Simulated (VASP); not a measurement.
# H2C19 in VASP: a series of runs, part 2 of 2

VASP 6.6.1. The steps go on from the part before.

### Step 3. Single point, PBE

File INCAR:

```
PREC = Accurate ; ENCUT = 520
EDIFF = 1E-7 ; ISMEAR = -1
SIGMA = 0.02 ; LREAL = Auto
LASPH = T ; NELM = 60
ALGO = Fast ; ISIF = 2
LWAVE = F ; LCHARG = F
GGA = PE ; NBANDS = 55
```

File KPOINTS:

```
regular mesh
0
Gamma
  2 2 1
```

File POSCAR:

```
H2C19
1.0
    7.3980000000      0.0000000000      0.0000000000
   -3.6990000000      6.4068560000      0.0000000000
    0.0000000000      0.0000000000     12.0000000000
C H
19 2
Direct
   -0.0174416311     -0.0079800451      0.0803659167
    0.2060329374      0.1037582240      0.0803165000
   -0.0174285627      0.3260514986      0.0804001667
    0.2060537427      0.4377922650      0.0803850000
   -0.0269162895      0.6542798839      0.1127951667
    0.2156273053      0.7755468517      0.1128147500
    0.3206327785     -0.0021686144      0.0838284167
    0.5377065872      0.1032409656      0.0734675000
    0.3180178931      0.3267524664      0.0761514167
    0.5382730416      0.4368607629      0.0750259167
    0.3206205614      0.6582876219      0.0838634167
    0.5376748257      0.7699322413      0.0735050000
    0.6503749610     -0.0070686777      0.0750162500
    0.8705771834      0.1030364972      0.0761539167
    0.6509543763      0.3265932620      0.0734921667
    0.8680392429      0.4320165772      0.0838867500
    0.6509380034      0.6598241009      0.0734721667
    0.8680342058      0.7715206960      0.0838575000
    0.0944942057      0.7149589440      0.2213211667
    0.0944887293      0.5895462611      0.2687293333
    0.0944426065      0.8404367134      0.2686510000
```

Potentials or basis: VASP PAW PBE potentials, release 64 (C, H).

On the command line:

```
cat potpaw_PBE.64/C/POTCAR potpaw_PBE.64/H/POTCAR > POTCAR
mpirun -np 1 vasp_std > vasp.out
```

OUTCAR:

```text
PREC = Accurate
   ENCUT = 520
   EDIFF = 1E-7
   ISMEAR = -1
   LREAL = Auto
   LASPH = T
   NELM = 60
   ISIF = 2
   GGA = PE

 ion  position               nearest neighbor table
   1  0.983  0.992  0.080-  18 1.41  14 1.43   2 1.43
   2  0.206  0.104  0.080-   7 1.41   9 1.43   1 1.43
   3  0.983  0.326  0.080-  16 1.41  14 1.43   4 1.43
   4  0.206  0.438  0.080-  11 1.41   9 1.43   3 1.43
   5  0.973  0.654  0.113-  16 1.47  18 1.47  19 1.52   6 1.55
   6  0.216  0.776  0.113-  11 1.47   7 1.47  19 1.52   5 1.55
   7  0.321  0.998  0.084-   8 1.40   2 1.41   6 1.47
   8  0.538  0.103  0.073-   7 1.40  13 1.43  15 1.43
   9  0.318  0.327  0.076-  10 1.41   2 1.43   4 1.43
  10  0.538  0.437  0.075-   9 1.41  15 1.43  17 1.43
  11  0.321  0.658  0.084-  12 1.40   4 1.41   6 1.47
  12  0.538  0.770  0.074-  11 1.40  13 1.43  17 1.43
  13  0.650  0.993  0.075-  14 1.41   8 1.43  12 1.43
  14  0.871  0.103  0.076-  13 1.41   1 1.43   3 1.43
  15  0.651  0.327  0.073-  16 1.40  10 1.43   8 1.43
  16  0.868  0.432  0.084-  15 1.40   3 1.41   5 1.47
  17  0.651  0.660  0.073-  18 1.40  10 1.43  12 1.43
  18  0.868  0.772  0.084-  17 1.40   1 1.41   5 1.47
  19  0.094  0.715  0.221-  20 1.09  21 1.09   6 1.52   5 1.52
  20  0.094  0.590  0.269-  19 1.09
  21  0.094  0.840  0.269-  19 1.09

  LATTYP: Found a hexagonal cell.
 ALAT       =     7.3980000000
 C/A-ratio  =     1.6220600162

  Lattice vectors:

 A1 = (   7.3980000000,   0.0000000000,   0.0000000000)
 A2 = (  -3.6990000000,   6.4068560000,   0.0000000000)
 A3 = (   0.0000000000,   0.0000000000,  12.0000000000)

Analysis of symmetry for initial positions (statically):
=====================================================================
 Subroutine PRICEL returns:
 Original cell was already a primitive cell.

 Routine SETGRP: Setting up the symmetry group for a
 hexagonal supercell.

 Subroutine GETGRP returns: Found  1 space group operations
 (whereof  1 operations were pure point group operations)
 out of a pool of 24 trial point group operations.

The static configuration has the point symmetry C_1 .

Analysis of symmetry for dynamics (positions and initial velocities):
=====================================================================
 Subroutine PRICEL returns:
 Original cell was already a primitive cell.

 Routine SETGRP: Setting up the symmetry group for a
 hexagonal supercell.

 Subroutine GETGRP returns: Found  1 space group operations
 (whereof  1 operations were pure point group operations)
 out of a pool of 24 trial point group operations.

The dynamic configuration has the point symmetry C_1 .

 Subroutine INISYM returns: Found  1 space group operations
 (whereof  1 operations are pure point group operations),
 and found     1 'primitive' translations

----------------------------------------------------------------------------------------

                                     Primitive cell

  volume of cell :     568.7750

  direct lattice vectors                    reciprocal lattice vectors
     7.398000000  0.000000000  0.000000000     0.135171668  0.078041398  0.000000000
    -3.699000000  6.406856000  0.000000000     0.000000000  0.156082796  0.000000000
     0.000000000  0.000000000 12.000000000     0.000000000  0.000000000  0.083333333

[... 80 lines left out ...]
  0.000000  0.500000  0.000000      1.000000
  0.500000  0.500000  0.000000      1.000000
   k-points           NKPTS =      4   k-points in BZ     NKDIM =      4   number of bands    NBANDS=     55
   number of dos      NEDOS =    301   number of ions     NIONS =     21
   total plane-waves  NPLWV = 282240
   dimension x,y,z NGX =    56 NGY =   56 NGZ =   90
   dimension x,y,z NGXF=   112 NGYF=  112 NGZF=  180
   ions per type =              19   2
   NGX,Y,Z   is equivalent  to a cutoff of  12.58, 12.58, 12.47 a.u.
   NGXF,Y,Z  is equivalent  to a cutoff of  25.17, 25.17, 24.94 a.u.
 SYSTEM =  unknown system
   PREC   = accura    normal or accurate (medium, high low for compatibility)
   ISTART =      0    job   : 0-new  1-cont  2-samecut
   ICHARG =      2    charge: 1-file 2-atom 10-const
   ISPIN  =      1    spin polarized calculation?
   LNONCOLLINEAR =      F non collinear calculations
   LSORBIT =      F    spin-orbit coupling
   LASPH  =      T    aspherical Exc in radial PAW
   ENCUT  =  520.0 eV  38.22 Ry    6.18 a.u.  13.76 13.76 22.31*2*pi/ulx,y,z
   NELM   =     60;   NELMIN=  2; NELMDL= -5     # of ELM steps
   EDIFF  = 0.1E-06   stopping-criterion for ELM
   LREAL  =      T    real-space projection
   EDIFFG = 0.1E-05   stopping-criterion for IOM
   NSW    =      0    number of steps for IOM
   IBRION =     -1    ionic relax: 0-MD 1-quasi-New 2-CG
   NFREE  =      0    steps in history (QN), initial steepest desc. (CG)
   ISIF   =      2    stress and relaxation
   ISYM   =      2    0-nonsym 1-usesym 2-fastsym
   POTIM  = 0.5000    time-step for ionic-motion
   TEBEG  =    0.0;   TEEND  =   0.0 temperature during run
   PSTRESS=    0.0 pullay stress
   NELECT =      78.0000    total number of electrons
   NUPDOWN=      -1.0000    fix difference up-down
   EMIN   =  10.00;   EMAX   =-10.00  energy-range for DOS
   EFERMI =   0.00;   METHOD = LEGACY
   ISMEAR =    -1;   SIGMA  =   0.02  broadening in eV -4-tet -1-fermi 0-gaus
   EFERMI_NEDOS =   21; number of points for ismear=-14 and -15
   IALGO  =     68    algorithm
   IMIX   =      4    mixing-type and parameters
     AMIX     =   0.40;   BMIX     =  1.00
     AMIX_MAG =   1.60;   BMIX_MAG =  1.00
  volume/ion in A,a.u.               =      27.08       182.78
  Fermi-wavevector in a.u.,A,eV,Ry     =   0.844228  1.595359  9.697146  0.712720
  Thomas-Fermi vector in A             =   1.959222
   LORBIT       =      0    0 simple, 1 ext, 2 COOP (PROOUT), +10 PAW based schemes
   GGA     = PE    functional components
   LHFCALC =     F    Hartree Fock is set to
   AEXX    =    0.0000 exact exchange contribution
   IVDW    =     0    specifies the selected vdW correction
   LEPSILON=     F    determine dielectric tensor
   LRPA    =     F    only Hartree local field effects (RPA)
 non-spin polarized calculation
 RMM-DIIS sequential band-by-band and
  energy-cutoff  :      520.00
  volume of cell :      568.78
 maximum number of plane-waves:     15363
 NGX is ok and might be reduce to    56
   NGX = 27   NGY = 27   NGZ = 45

 number of electron      78.0000003 magnetization

 Free energy of the ion-electron system (eV)
  ---------------------------------------------------
  ext. energy  EPLUGINS =         0.00000000
  ---------------------------------------------------
  free energy    TOTEN  =      -179.87433073 eV

  energy without entropy =     -179.87198864  energy(sigma->0) =     -179.87315969

 E-fermi :  -1.3527     XC(G=0):  -3.9137

 val. band max:       -1.4259023063   @ k =   0.0000   0.0000   0.0000
 cond. band min:      -1.2794482976   @ k =   0.0000   0.0000   0.0000
 fundamental gap:      0.1464540087
 Fermi energy:        -1.3526753019

 k-point     1 :       0.0000    0.0000    0.0000
  band No.  band energies     occupation
      1     -21.2368      2.00000
      2     -19.5711      2.00000
      3     -18.4110      2.00000
      4     -18.4059      2.00000
      5     -18.3216      2.00000
      6     -18.3035      2.00000
[... 205 lines left out ...]
     50       4.1431      0.00000
     51       4.2360      0.00000
 [bands above 51 left out]

------------------------ aborting loop because EDIFF is reached ----------------------------------------

  FORCE on cell =-STRESS in cart. coord.  units (eV):
  Direction    XX          YY          ZZ          XY          YZ          ZX
  --------------------------------------------------------------------------------------
  -------------------------------------------------------------------------------------
  Total        3.3405599      6.2025734     -0.0728723     -2.4505648     -0.0020567     -0.0268429
  in kB        9.4099932     17.4719734     -0.2052733     -6.9029740     -0.0057934     -0.0756136
  external PRESSURE =       8.8922311 kB  Pullay stress =       0.0000000 kB

 VOLUME and BASIS-vectors are now :
 -----------------------------------------------------------------------------
  energy-cutoff  :      520.00
  volume of cell :      568.78
      direct lattice vectors                 reciprocal lattice vectors
     7.398000000  0.000000000  0.000000000     0.135171668  0.078041398  0.000000000
    -3.699000000  6.406856000  0.000000000     0.000000000  0.156082796  0.000000000
     0.000000000  0.000000000 12.000000000     0.000000000  0.000000000  0.083333333

 POSITION                                       TOTAL-FORCE (eV/Angst)
 -----------------------------------------------------------------------------------
      3.59948      6.35573      0.96439         0.011142      0.008054      0.001428
      1.14043      0.66476      0.96380         0.000382     -0.002613      0.009461
      6.06300      2.08897      0.96480         0.016528      0.000977     -0.001063
     -0.09501      2.80487      0.96462        -0.003734     -0.009888      0.005379
      4.77869      4.19188      1.35354        -0.022049     -0.008064     -0.010991
     -1.27354      4.96882      1.35378         0.016550      0.022657     -0.025916
[... 13 lines left out ...]
     -1.48170      3.77714      3.22475         0.007386     -0.013621      0.011488
     -2.41009      5.38456      3.22381        -0.006473      0.012175      0.013513
 -----------------------------------------------------------------------------------
    total drift:                                0.007560     -0.023078      0.005593

  FREE ENERGIE OF THE ION-ELECTRON SYSTEM (eV)
  ---------------------------------------------------
  free  energy   TOTEN  =      -179.8743307316 eV

  energy  without entropy=     -179.8719886421  energy(sigma->0) =     -179.87315969
```

Run time: 2.6 min. Hardware: 1 thread of Intel Xeon 6975P-C (Granite Rapids), shared host; peak memory 0.62 GiB.

Results:

| Item | Value |
| --- | --- |
| Free energy | -179.8743 eV |
| Largest force | 0.038 eV/Å |
| Band gap on the k mesh | 0.15 eV, direct |

Forces in eV/Å, atoms in the order of the input:
```
C    0.011  0.008  0.001
C    0.000 -0.003  0.009
C    0.017  0.001 -0.001
C   -0.004 -0.010  0.005
C   -0.022 -0.008 -0.011
C    0.017  0.023 -0.026
C   -0.007 -0.027  0.002
C   -0.002  0.000 -0.006
C    0.003  0.000 -0.005
C   -0.011  0.000 -0.007
C   -0.017 -0.001  0.002
C    0.013  0.015 -0.011
C   -0.009 -0.008 -0.003
C    0.010  0.007 -0.005
C   -0.010  0.000 -0.008
C    0.003  0.015  0.004
C    0.001 -0.002  0.001
C    0.020 -0.015  0.008
C   -0.014  0.005  0.025
H    0.007 -0.014  0.011
H   -0.006  0.012  0.014
```

Caveat: the k mesh is coarse (spacing up to 0.49 Å⁻¹), so the values aren't converged.
